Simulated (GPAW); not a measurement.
# F (C2/m): G0W0 on several meshes in GPAW

How does the mesh move the gap of F (C2/m)?

Method: LDA and many-body steps on it, plane waves, in GPAW 26.7.0.

Most raw output is cut from this account.

## 1. The structure

The structure is monoclinic, space group C2/m (No. 12). Conventional cell: a = 5.301 Å, b = 3.035 Å, c = 7.047 Å, α = 90.00°, β = 107.37°, γ = 90.00°. Nearest to F lie 1 F at 1.41 Å. Nearest to F lie 1 F at 1.41 Å.

Coordinates:

```
F
1.0
     2.65049   -1.51732    0.00000
     2.65049    1.51732    0.00000
    -2.10342    0.00000    6.72611
F
4
Direct
  0.50450 0.50450 0.40085
  0.08536 0.08536 0.09860
  0.49550 0.49550 0.59915
  0.91464 0.91464 0.90140
```

The cell and positions are those that the Materials Project relaxed with its own functionals (PBE, PBE+U or r2SCAN), kept fixed.

## 2. Empty states on the mesh, 4×4×2 mesh, 192 bands

This step: GPAW 26.7.0; DFT, LDA, plane waves, PAW.

The sums over transitions need many empty states on a uniform mesh; this step solves for them.

Contents of run.py:

```python
import json
import numpy as np
from gpaw.mpi import world
from gpaw import GPAW

calc = GPAW('gs.gpw').fixed_density(kpts={'size': (4, 4, 2), 'gamma': True},
    parallel={'domain': 1, 'band': 1},
    txt='nscf.txt')
calc.diagonalize_full_hamiltonian(nbands=192)
calc.write('full.gpw', mode='all')
res = {}
kpts = calc.get_ibz_k_points()
res['kpts'] = kpts
res['eigenvalues'] = [calc.get_eigenvalues(kpt=k) for k in range(len(kpts))]
res['n_electrons'] = calc.get_number_of_electrons()

if world.rank == 0:
    with open('result.json', 'w') as f:
        json.dump(res, f, default=lambda x: x.tolist())
```

On the command line:

```console
$ mpirun -n 4 gpaw python run.py
```

Wall time 31 s (4 MPI ranks of Arm Neoverse V1, shared host); peak memory 1.7 GiB; 2 min of CPU time.

Numbers from this step:

| Property | Result |
| --- | --- |
| gap | 2.329 eV |
| k of the valence top | 0.5, 0.5, 0 |
| k of the conduction bottom | 0, 0, 0 |
| least direct gap | 2.405 eV |
| k points computed | 14 |
| lowest point of the top converged band, above the valence top | 126.1263 eV |

On this mesh the gap is 2.329 eV.

## 3. 4×4×2

G0W0 replaces the xc potential by the self-energy, built once from these orbitals. Only a window of levels is corrected, while the sums run over the empty bands that the input names.

This step: G0W0 on LDA, plane waves, PAW.

Contents of run.py:

```python
import json
import numpy as np
from gpaw.mpi import world
from gpaw.response.g0w0 import G0W0

gw = G0W0('full.gpw',
    filename='gw',
    kpts=[0, 12],
    bands=(12, 16),
    ecut=78,
    nbands=84,
    integrate_gamma='WS',
    ppa=True)
gw.calculate()
res = {mode: {k: v for k, v in r.items() if k != 'sigma_eskwn'}
       for mode, r in gw.all_results.items()}

if world.rank == 0:
    with open('result.json', 'w') as f:
        json.dump(res, f, default=lambda x: x.tolist())
```

On the command line:

```console
$ mpirun -n 4 gpaw python run.py
```

Run time: 27 s. Hardware: 4 MPI ranks; peak memory 0.88 GiB.

Numbers from this step:

```
G0W0 gap on the points computed              : 8.895 eV
least direct G0W0 gap on the computed points : 8.971 eV
Z at the valence top                         : 0.8069
Z at the conduction bottom                   : 0.8228
starting gap on the mesh                     : 2.329 eV
k of the valence top                         : 0.5, 0.5, 0
k of the conduction bottom                   : 0, 0, 0
```

The gap on the mesh goes from 2.33 eV to 8.90 eV, a correction of +6.57 eV.

## 4. Empty states on the mesh, 4×4×1 mesh, 94 bands

This step: DFT, LDA, plane waves, PAW.

Contents of run.py:

```python
import json
import numpy as np
from gpaw.mpi import world
from gpaw import GPAW

calc = GPAW('gs.gpw').fixed_density(kpts={'size': (4, 4, 1), 'gamma': True},
    nbands=109,
    convergence={'bands': 94},
    txt='nscf.txt')
calc.write('full.gpw', mode='all')
res = {}
kpts = calc.get_ibz_k_points()
res['kpts'] = kpts
res['eigenvalues'] = [calc.get_eigenvalues(kpt=k) for k in range(len(kpts))]
res['n_electrons'] = calc.get_number_of_electrons()

if world.rank == 0:
    with open('result.json', 'w') as f:
        json.dump(res, f, default=lambda x: x.tolist())
```

On the command line:

```console
$ mpirun -n 4 gpaw python run.py
```

Elapsed: 15 s, on 4 MPI ranks; peak memory 0.71 GiB; 58 s of CPU time.

Numbers from this step:

```
gap                                                           : 2.329 eV
k of the valence top                                          : 0.5, 0.5, 0
k of the conduction bottom                                    : 0, 0, 0
least direct gap                                              : 2.405 eV
k points computed                                             : 7
lowest point of the top converged band, above the valence top : 74.5745 eV
```

On this mesh the gap is 2.329 eV.

## 5. 4×4×1

This step: G0W0 on LDA, plane waves, PAW.

Contents of run.py:

```python
import json
import numpy as np
from gpaw.mpi import world
from gpaw.response.g0w0 import G0W0

gw = G0W0('full.gpw',
    filename='gw',
    kpts=[0, 6],
    bands=(12, 16),
    ecut=78,
    nbands=84,
    integrate_gamma='WS',
    ppa=True)
gw.calculate()
res = {mode: {k: v for k, v in r.items() if k != 'sigma_eskwn'}
       for mode, r in gw.all_results.items()}

if world.rank == 0:
    with open('result.json', 'w') as f:
        json.dump(res, f, default=lambda x: x.tolist())
```

On the command line:

```console
$ mpirun -n 4 gpaw python run.py
```

Run time: 11 s. Hardware: 4 MPI ranks; peak memory 0.8 GiB; 46 s of CPU time.

Numbers from this step:

- G0W0 gap on the points computed: 8.780 eV
- least direct G0W0 gap on the computed points: 8.856 eV
- Z at the valence top: 0.8067
- Z at the conduction bottom: 0.8219
- starting gap on the mesh: 2.329 eV
- k of the valence top: 0.5, 0.5, 0
- k of the conduction bottom: 0, 0, 0

Against G0W0 in GPAW (4×4×2 mesh, 84 bands, screening to 78 eV, Godby-Needs plasmon pole), the gap moves by −0.115 eV.

## 6. The runs together

Times are wall times on 4 MPI ranks of Arm Neoverse V1, shared host, good to a factor of about two.

```tsv
run	mesh	bands	screening cutoff (eV)	DFT gap (eV)	gap on the mesh (eV)	direct (eV)	time
4×4×2	4×4×2	84	78	2.329	8.895	8.971	27 s
4×4×1	4×4×1	84	78	2.329	8.780	8.856	11 s
```

## 7. What came out

| Item | Value |
| --- | --- |
| 4×4×2 | 8.895 eV |
| 4×4×1 | 8.780 eV |
| known limits | not at the basis limit; coarse k mesh |

4×4×1: −0.115 eV against 4×4×2. Bands and cutoff are finite, so the gap is not at the basis limit. The miss can reach some tenths of an eV and take either sign; the mesh is an error of its own. These stock PAW sets were not made for GW. In the G0W0 runs levels were corrected at 2 k points alone, so a gap called «on the mesh» is the least over those, and an edge elsewhere would be missed. The 4×4×2 mesh is coarse for this cell, which bears on the long-range parts of exchange and screening. Mesh or cutoff lie under what a gap needs, so these runs test behaviour and cost; their gaps are not to be quoted.

[Paths, hosts, dates, memory and timing lines, banners, echoed tables and standing remarks are left out of the program output.]

[Logs are printed without paths, hosts, clocks, repeated set-up lines and the standing remarks that a program may print on its own settings, such as how far it seeks lower states.]

[Runs of the session that timed out or met a known fault of the program may be left out.]

[Hosts, paths, dates, database ids (printed as entryN), source tags and the programs' standing remarks are cut or masked in the printed files.]
